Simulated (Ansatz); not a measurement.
Ge: computed DOS

```
Ge
1.0
     0.00000    2.13932    2.13932
     2.13932    0.00000    2.13932
     2.13932    2.13932    0.00000
Ge
1
Direct
  0.00000 0.00000 0.00000
```

The cell was built from the fcc type and relaxed in the same program, and has space group Fm-3m; it needn't be a known or the stable phase.

Method: Ansatz 0.2.0, DFT, PBE, all-electron LAPW, scalar-relativistic.

Settings: a Γ-centred 16×16×16 k mesh, Fermi–Dirac smearing of 0.08 eV, basis error target 1 meV/atom, no spin polarisation.

States per eV and cell, averaged over 0.4 eV, from -9.8 to 5.6 eV, with energies (bin centres) from the Fermi level; empty bins are left out. 

```json
{"E (eV)": "-9.7", "total": "0.26"}
{"E (eV)": "-9.3", "total": "0.28"}
{"E (eV)": "-8.9", "total": "0.30"}
{"E (eV)": "-8.5", "total": "0.33"}
{"E (eV)": "-8.1", "total": "0.39"}
{"E (eV)": "-7.7", "total": "0.43"}
{"E (eV)": "-7.3", "total": "0.39"}
{"E (eV)": "-6.9", "total": "0.37"}
{"E (eV)": "-6.5", "total": "0.34"}
{"E (eV)": "-6.1", "total": "0.33"}
{"E (eV)": "-5.7", "total": "0.31"}
{"E (eV)": "-5.3", "total": "0.07"}
{"E (eV)": "-4.9", "total": "0.11"}
{"E (eV)": "-4.5", "total": "0.17"}
{"E (eV)": "-4.1", "total": "0.23"}
{"E (eV)": "-3.7", "total": "0.34"}
{"E (eV)": "-3.3", "total": "0.51"}
{"E (eV)": "-2.9", "total": "0.61"}
{"E (eV)": "-2.5", "total": "0.50"}
{"E (eV)": "-2.1", "total": "0.37"}
{"E (eV)": "-1.7", "total": "0.43"}
{"E (eV)": "-1.3", "total": "0.45"}
{"E (eV)": "-0.9", "total": "0.46"}
{"E (eV)": "-0.5", "total": "0.45"}
{"E (eV)": "-0.1", "total": "0.45"}
{"E (eV)": "0.3", "total": "0.47"}
{"E (eV)": "0.7", "total": "0.50"}
{"E (eV)": "1.1", "total": "0.52"}
{"E (eV)": "1.5", "total": "0.53"}
{"E (eV)": "1.9", "total": "0.59"}
{"E (eV)": "2.3", "total": "0.64"}
{"E (eV)": "2.7", "total": "0.68"}
{"E (eV)": "3.1", "total": "0.65"}
{"E (eV)": "3.5", "total": "0.62"}
{"E (eV)": "3.9", "total": "0.58"}
{"E (eV)": "4.3", "total": "0.57"}
{"E (eV)": "4.7", "total": "0.54"}
{"E (eV)": "5.1", "total": "0.52"}
{"E (eV)": "5.5", "total": "0.48"}
```
